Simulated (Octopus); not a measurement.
# Se (P3_121) in Octopus: further runs

The runs below take Se through single point, with PBE.

All numbers are computed with Octopus 16.4; they aren't measurements. Logs are shortened: lines on timing, memory, paths and dates and some standing lists are left out, and cuts for length are marked.

## 1. The cell of the first run

The structure is trigonal, space group P3_121 (No. 152). The conventional cell has a = 4.366 Å, b = 4.366 Å, c = 4.954 Å, α = 90.00°, β = 90.00°, γ = 120.00°. Se (site symmetry 2) has 2 Se at 2.37 Å as nearest neighbours.

## 2. Single point, PBE, 27.26 Å³/atom (strain_shear = 0)

inp reads:

```
CalculationMode = gs
UnitsOutput = eV_Angstrom
PeriodicDimensions = 3
ExperimentalFeatures = yes
PseudopotentialSet = sg15
%LatticeParameters
 1*angstrom | 1*angstrom | 1*angstrom
%
%LatticeVectors
 4.3662 | 0 | 0
 -2.1831 | 3.78124012 | 0
 0 | 0 | 4.9536
%
%ReducedCoordinates
 "Se" | 0.7746 | 0.7746 | 0
 "Se" | 0 | 0.2254 | 0.6666666667
 "Se" | 0.2254 | 0 | 0.3333333333
%
%Spacing
 0.14084516*angstrom | 0.14084516*angstrom | 0.14153143*angstrom
%
DerivativesOrder = 8
%KPointsGrid
 4 | 4 | 4
%
KPointsUseSymmetries = yes
XCFunctional = gga_x_pbe + gga_c_pbe
SmearingFunction = fermi_dirac
Smearing = 0.05*eV
ExtraStates = 7
Eigensolver = rmmdiis
ConvRelDens = 1e-6
MaximumIter = 120
SCFCalculateStress = yes
```

Potentials or basis: sg15 (PBE).

On the command line:

```sh
$ OMP_NUM_THREADS=1 octopus > out.log
```

out.log:

```text
Running octopus

[... 13 lines left out ...]

Input: [AllElectronType = no]
Input: [PseudopotentialSet = sg15]
Reading Coordinates from ReducedCoordinates block

****************************** Species *******************************
  Species 'Se'
    type             : pseudopotential
    file             : 'Se_ONCV_PBE-1.2.upf'
    file format      : UPF2
    valence charge   : 6.0
    atomic number    :  34
    form on file     : kleinman-bylander
    lmax             : 2
    llocal           : -1
    projectors per l : 2
    total projectors : 6
    application form : kleinman-bylander
    orbitals         :  0
    bound orbitals   :  0

**********************************************************************

***************************** Symmetries *****************************
Space group No.  152
International: P3_121
Schoenflies: D3^4
Info: The system has     2 symmorphic symmetries that can be used.
  Index                Rotation matrix                      Fractional translations
    1 :     1   0   0     0   1   0     0   0   1      0.000000    0.000000    0.000000
    2 :     0   1   0     1   0   0     0   0  -1      0.000000    0.000000    0.000000
Info: The system also has     4 nonsymmorphic symmetries (not used for electrons).
    1 :     0   1   0    -1  -1   0     0   0   1      0.000000    0.000000    0.333333
    2 :    -1  -1   0     1   0   0     0   0   1      0.000000    0.000000   -0.333333
    3 :     1   0   0    -1  -1   0     0   0  -1      0.000000    0.000000   -0.333333
    4 :    -1  -1   0     0   1   0     0   0  -1      0.000000    0.000000    0.333333
**********************************************************************

Input: [CurvMethod = curv_affine]
Input: [DerivativesStencil = stencil_stargeneral]

****************************** Lattice *******************************
  Lattice Vectors [A]
    4.366200    0.000000    0.000000
[... 201 lines left out ...]
     16       6     1514.959127    0.000000   ( 3.0E+01)
     16       1     1515.685058    0.000000   ( 3.0E+01)
     16       9     1517.971942    0.000000   ( 2.9E+01)
     16       3     1527.643949    0.000000   ( 2.9E+01)

Density of states:

-------------------%--------------------------------------------------
-------------------%--------------------------------------------------
-------------------%--------------------------------------------------
-------------------%--------------------------------------------------
-------------------%--------------------------------------------------
-------------------%--------------------------------------------------
-------------------%--------------------------------------------------
------------------%%%-------------------------------------------------
------------------%%%-------------------------------------------------
%-----------------%%%-%%--------------%-----------------------------%-
                   ^

Fermi energy =   420.361084 eV

**********************************************************************

** Warning:
**   Symmetrization discrepancy ratio (scalar) =  1.33921E-01

*********************** SCF CYCLE ITER #    2 ************************
 etot  =  3.47248423E+03 abs_ev   =  2.43E+03 rel_ev   =  5.94E-01
 ediff =        8.95E+01 abs_dens =  1.91E+00 rel_dens =  1.06E-01
Matrix vector products: 4224
Converged eigenvectors: 0
[... 219 lines left out ...]
Fermi energy =     3.277961 eV

**********************************************************************

Info: restarting mixing.

*********************** SCF CYCLE ITER #   21 ************************
 etot  = -7.72291564E+02 abs_ev   =  9.69E-01 rel_ev   =  1.44E-02
 ediff =        4.70E-02 abs_dens =  3.69E-02 rel_dens =  2.05E-03
Matrix vector products: 4224
Converged eigenvectors: 0
[... 199 lines left out ...]
*********************** SCF CYCLE ITER #   38 ************************
 etot  = -7.71702637E+02 abs_ev   =  1.29E-04 rel_ev   =  1.92E-06
 ediff =        4.28E-06 abs_dens =  4.92E-06 rel_dens =  2.73E-07
Matrix vector products: 4224
Converged eigenvectors: 4

#  State  KPoint  Eigenvalue [eV]  Occupation    Error
      1       1      -13.227368    2.000000   ( 8.7E-08)
      1       5      -13.008261    2.000000   ( 1.7E-07)
      1       2      -13.008261    2.000000   ( 8.4E-08)
      1       3      -12.932090    2.000000   ( 4.0E-07)
      1      13      -12.749687    2.000000   ( 2.5E-07)
      1       4      -12.749687    2.000000   ( 1.4E-07)
      1      20      -12.745365    2.000000   ( 2.1E-07)
      1      11      -12.745365    2.000000   ( 3.7E-07)
[... 23 lines left out ...]
     16      13       12.127869    0.000000   ( 4.0E-02)
     16      22       12.240068    0.000000   ( 8.9E-03)
     16      14       12.273377    0.000000   ( 6.3E-03)
     15      11       12.361225    0.000000   ( 4.2E-03)
     15      20       12.384726    0.000000   ( 3.3E-03)
     16      20       12.426912    0.000000   ( 8.1E-03)
     16      11       12.578967    0.000000   ( 1.6E-02)
     16       8       12.735398    0.000000   ( 1.1E+00)

Density of states:

-----------------------------------------------%----------------------
-----------------------------%-----------------%----------------------
-----------------------------%-----------------%-%--------------------
-----------------------------%-------%%--------%-%---------%----------
-------%---------------------%-------%%--------%-%---------%----------
-%-----%--------------------%%--%%---%%--------%-%%--------%--%----%--
-%--%--%------%-------------%%%-%%--%%%%%%----%%-%%%-------%-%%%-%-%--
-%%-%--%--%%-%%-------------%%%%%%--%%%%%%----%%-%%%------%%%%%%-%%%--
-%%-%--%--%%-%%-------------%%%%%%%-%%%%%%----%%%%%%------%%%%%%%%%%%-
-%%%%--%--%%-%%%----------%%%%%%%%%%%%%%%%%---%%%%%%-%--%%%%%%%%%%%%%%
                                            ^

Fermi energy =     3.238165 eV

**********************************************************************

Info: SCF converged in   38 iterations

** Warning:
**   Some of the states are not fully converged!

Info: Number of matrix-vector products:     160512
Info: Finished writing information to 'restart/gs'.

Octopus emitted 41 warnings.
```

static/info:

```text
**

********************** Brillouin zone sampling ***********************
Dimensions of the k-point grid      =  4  4  4
Total number of k-points            = 64
Number of symmetry-reduced k-points = 24

List of k-points:
[... 491 lines left out ...]
   3        Se   4.43505048E-01  -1.48659668E-17   4.77990813E-21
 ----------------------------------------------------------
 Max abs force   4.43505048E-01   3.84086638E-01   4.77990813E-21
   Total force  -8.92030602E-17   2.97355633E-17   0.00000000E+00

Total stress tensor [eV/A^3] =
   T_{ij}                   1                 2                 3
        1    -1.428486223E-02   2.373381804E-24   1.784671865E-23
        2     2.373381804E-24  -1.428486222E-02   0.000000000E+00
        3     1.784671865E-23   0.000000000E+00  -2.614283240E-02

Pressure [eV/A^3] =   1.82375189E-02  Pressure [GPa] =       2.92197396
```

Wall time 5.7 min (1 thread of AMD EPYC 9R45 (Zen 5), shared host); peak memory 0.67 GiB.

What came out:

```yaml
Free_energy: -771.7028 eV
Pressure: 2.9 GPa
Largest_force: 0.444 eV/Å
Band_gap_on_the_k_mesh: 1.20 eV, indirect (least direct gap 1.64 eV)
```

## 3. Single point, PBE, 27.26 Å³/atom (strain_shear = 0.02)

inp: that of step 2 with these lines changed.

```diff
@@ -9,4 +9,4 @@
 %LatticeVectors
- 4.3662 | 0 | 0
- -2.1831 | 3.78124012 | 0
+ 4.3662 | 0.043662 | 0
+ -2.1452876 | 3.75940912 | 0
  0 | 0 | 4.9536
@@ -19,3 +19,3 @@
 %Spacing
- 0.14084516*angstrom | 0.14084516*angstrom | 0.14153143*angstrom
+ 0.14085220*angstrom | 0.13962718*angstrom | 0.14153143*angstrom
 %
```

Potentials or basis: sg15 (PBE).

On the command line:

```sh
$ OMP_NUM_THREADS=1 octopus > out.log
```

Wall time 7.9 min (1 thread of AMD EPYC 9R45 (Zen 5), shared host); peak memory 0.96 GiB.

It converged, with:

```
Free energy            : -771.7011 eV
Pressure               : 2.9 GPa
Largest force          : 0.509 eV/Å
Band gap on the k mesh : 1.12 eV, indirect (least direct gap 1.62 eV)
```

## 4. Single point, PBE, 27.25 Å³/atom (strain_shear = 0.04)

inp: that of step 3 with these lines changed.

```diff
@@ -9,4 +9,4 @@
 %LatticeVectors
- 4.3662 | 0.043662 | 0
- -2.1452876 | 3.75940912 | 0
+ 4.3662 | 0.087324 | 0
+ -2.1074752 | 3.73757812 | 0
  0 | 0 | 4.9536
@@ -19,3 +19,3 @@
 %Spacing
- 0.14085220*angstrom | 0.13962718*angstrom | 0.14153143*angstrom
+ 0.14087333*angstrom | 0.13841282*angstrom | 0.14153143*angstrom
 %
```

On the command line:

```sh
$ OMP_NUM_THREADS=1 octopus > out.log
```

Wall time 8.1 min (1 thread of AMD EPYC 9R45 (Zen 5), shared host); peak memory 0.96 GiB.

The run converged. Its results:

| Property | Result |
| --- | --- |
| Free energy | -771.6960 eV |
| Pressure | 3.0 GPa |
| Largest force | 0.580 eV/Å |
| Band gap on the k mesh | 1.04 eV, indirect (least direct gap 1.60 eV) |

## 5. Single point, PBE, 27.26 Å³/atom (strain_shear = -0.02)

inp: that of step 4 with these lines changed.

```diff
@@ -9,4 +9,4 @@
 %LatticeVectors
- 4.3662 | 0.087324 | 0
- -2.1074752 | 3.73757812 | 0
+ 4.3662 | -0.043662 | 0
+ -2.2209124 | 3.80307112 | 0
  0 | 0 | 4.9536
@@ -19,3 +19,3 @@
 %Spacing
- 0.14087333*angstrom | 0.13841282*angstrom | 0.14153143*angstrom
+ 0.14085220*angstrom | 0.14206666*angstrom | 0.14153143*angstrom
 %
@@ -34 +34,6 @@
 SCFCalculateStress = yes
+%Output
+ density | cube
+ elf | cube
+ potential | cube
+%
```

On the command line:

```sh
$ OMP_NUM_THREADS=1 octopus > out.log
```

It took 8.9 min on 1 thread of AMD EPYC 9R45 (Zen 5), shared host; peak memory 0.96 GiB.

Results (log left out):

```
Free energy            : -771.7005 eV
Pressure               : 2.9 GPa
Largest force          : 0.509 eV/Å
Band gap on the k mesh : 1.12 eV, indirect (least direct gap 1.62 eV)
```
